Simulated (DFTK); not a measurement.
Runs of DFTK 0.8.2 on Fe. The structure is cubic, space group Im-3m (No. 229). Conventional cell: a = 2.886 Å, b = 2.886 Å, c = 2.886 Å, α = 90.00°, β = 90.00°, γ = 90.00°. Around Fe (site symmetry m-3m) lie 8 Fe at 2.50 Å. 

```csv
task,level,potentials or basis,k mesh,SCF solver,mesh quality,gap on the mesh (eV),pressure (GPa),moment (μB)
single point,PBEsol,dojo.nc.sr.pbesol.v0_4_1.standard.upf (PBEsol),13 × 13 × 13,-,not flagged,none,-15.6,2.38
band structure,r2SCAN,SG15 1.2 (PBE),8 × 8 × 8,-,coarse,none,0.1,2.79
single point,PBE,dojo.nc.sr.pbe.v0_4_1.standard.upf (PBE),13 × 13 × 13,-,not flagged,none,(a),2.46
band structure,BJ06,SG15 1.2 (PBE),8 × 8 × 8,ScfAndersonSolver,coarse,none,-,(b)
```

Alike in all rows: spin collinear, ferromagnetic start; cell as given; cutoff (eV) 1225; smearing fermi-dirac 0.05 eV.

**Question.** Fill in the values left out.

**Answer.** (a) -5.0; (b) 2.55.

Caveats: some runs use coarse meshes; the potentials were made for another functional, which shifts forces and pressure (some runs); so large a pressure means that the cell lies far from this level's equilibrium, or that cutoff or potentials fall short (some runs); the program leaves the constant c of mgga_x_tb09 at 1, so the potential is Becke-Johnson's (BJ06) and not Tran and Blaha's, with levels but no total energy (some runs).

A k mesh can miss the band edges.

A gap of «none» marks a metal or a gap under the smearing width.

Not every run made on this cell is shown here.
